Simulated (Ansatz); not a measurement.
Write the native input for Ansatz 0.2.0 that does the following.

* Task: band structure
* Functional: PBE
* Potentials or basis: all-electron LAPW, scalar-relativistic
* Cutoff: 384 eV (chosen from the basis error)
* Basis error allowed: 0.002 eV/atom
* k mesh: 7 × 7 × 7
* Occupations: fermi-dirac, width 0.05 eV
* Spin: no spin polarisation

The system is KZnF3.

```xyz
5
Lattice="4.0500 0.0000 0.0000 0.0000 4.0500 0.0000 0.0000 0.0000 4.0500" Properties=species:S:1:pos:R:3 pbc="T T T"
Zn    2.0250    2.0250    2.0250
K     0.0000    0.0000    0.0000
F     2.0250    0.0000    2.0250
F     0.0000    2.0250    2.0250
F     2.0250    2.0250    0.0000
```

One way to write it, as run:

input.yaml

```yaml
crystal:
  lattice:
    - [4.05, 0.0, 0.0]
    - [0.0, 4.05, 0.0]
    - [0.0, 0.0, 4.05]
  atoms:
    - { symbol: Zn, position: [0.5, 0.5, 0.5] }
    - { symbol: K, position: [0.0, 0.0, 0.0] }
    - { symbol: F, position: [0.5, 0.0, 0.5] }
    - { symbol: F, position: [0.0, 0.5, 0.5] }
    - { symbol: F, position: [0.5, 0.5, 0.0] }
kpoints:
  mp_grid: { grid: [7, 7, 7] }
  band_path:
    path:
      - [0.0, 0.0, 0.0]
      - [0.0, 0.5, 0.0]
      - [0.5, 0.5, 0.0]
      - [0.0, 0.0, 0.0]
      - [0.5, 0.5, 0.5]
      - [0.0, 0.5, 0.0]
    npoints: 8
scf:
  occupations: { method: fermi_dirac, width: 0.05 }
hamiltonian:
  xc: pbe
  pseudopotentials: { kind: all_electron, lapw: { basis_error: 0.002 } }
output:
  forces: true
  stress: true
  eigenvalues: true
```

Potentials or basis: all-electron LAPW, scalar-relativistic.

Command:

```sh
$ ansatz run input.yaml --threads 4 --pin off --max-ram 12288MiB --backend cpu --events-out ev --progress --plain --runs-dir out
```

It gave:

```json
{
 "Pressure": "4.5 GPa",
 "Band gap on the k mesh": "3.99 eV, indirect (least direct gap 5.68 eV)",
 "Band gap along the path": "3.88 eV, indirect (least direct gap 5.68 eV)"
}
```

Caveat: the mesh misses the band edges, which the band path finds closer together.

Wall time 5.7 s on 4 threads of Intel(R) Xeon(R) 6975P-C (Granite Rapids), with other jobs on the host, peak memory 0.5 GiB.
